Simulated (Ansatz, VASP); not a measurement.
# CdS in VASP and in Ansatz

File INCAR:

```
SYSTEM = CdS
  PREC = Accurate
  ENCUT = 520
  EDIFF = 1E-8
  ISMEAR = -1
  SIGMA = 0.02
  LREAL = .FALSE.
  LASPH = .TRUE.
  NELM = 80
  ALGO = Normal
  ISIF = 2
  LWAVE = .FALSE.
  LCHARG = .FALSE.
  GGA = PS
  LEFG = .TRUE.
  NBANDS = 16
```

The input KPOINTS:

```
regular mesh
0
G
  7 7 7
  0 0 0
```

POSCAR

```
CdS
1.0
   -0.0882886040      2.8988091629      2.8988091629
    2.8988091629     -0.0882886040      2.8988091629
    2.8988091629      2.8988091629     -0.0882886040
Cd S
1 1
Direct
    0.0000000000      0.0000000000      0.0000000000
    0.7500000000      0.7500000000      0.7500000000
```

Input for Ansatz:

```yaml
crystal:
  lattice:
    - [-0.088288604, 2.8988091629, 2.8988091629]
    - [2.8988091629, -0.088288604, 2.8988091629]
    - [2.8988091629, 2.8988091629, -0.088288604]
  atoms:
    - { symbol: Cd, position: [0.0, 0.0, 0.0] }
    - { symbol: S, position: [0.75, 0.75, 0.75] }
kpoints:
  mp_grid: { grid: [7, 7, 7] }
scf:
  occupations: { method: fermi_dirac, width: 0.02 }
hamiltonian:
  xc: pbesol
  pseudopotentials: { kind: all_electron, datasets: crystal }
output:
  forces: true
  stress: true
  eigenvalues: true
  efg: { contact_densities: true }
```

Change from the starting cell: equal xy, yz and zx shear strains of -3 %, crystal datasets.

Alike in both runs: task electric field gradients; functional PBEsol; k mesh 7 × 7 × 7; occupations fermi-dirac, width 0.02 eV; no spin polarisation.

```csv
,VASP,Ansatz
version,VASP 6.6.1,Ansatz 0.2.0
potentials or method,"VASP PAW PBE potentials, release 64 (Cd, S)","all-electron PAW with datasets made for the crystal, scalar-relativistic"
plane-wave cutoff (eV),520,see its input
```

```csv
,VASP,Ansatz,Ansatz less VASP
gap on the k mesh at the Fermi level (eV),0.89,0.88,-0.002
pressure (GPa),-1.2,-1.5,-0.33
largest component of the traceless stress (GPa),1.58,1.54,-0.037
rms of the force components (eV/Å),0.202,0.193,-0.0083
Vzz of the field gradient on the site that differs most (V/Å²),-34.4,-30.6,+3.84
```

Atom by atom the forces differ by 0.008 eV/Å (rms over components). Ansatz ran all-electron here, so the differences hold the error of VASP's frozen core and of both bases. Ansatz warned: «gradients_without_spin_orbit».

Caveats: the PAW data sets were made with another functional, which shifts forces and pressure a little (VASP).
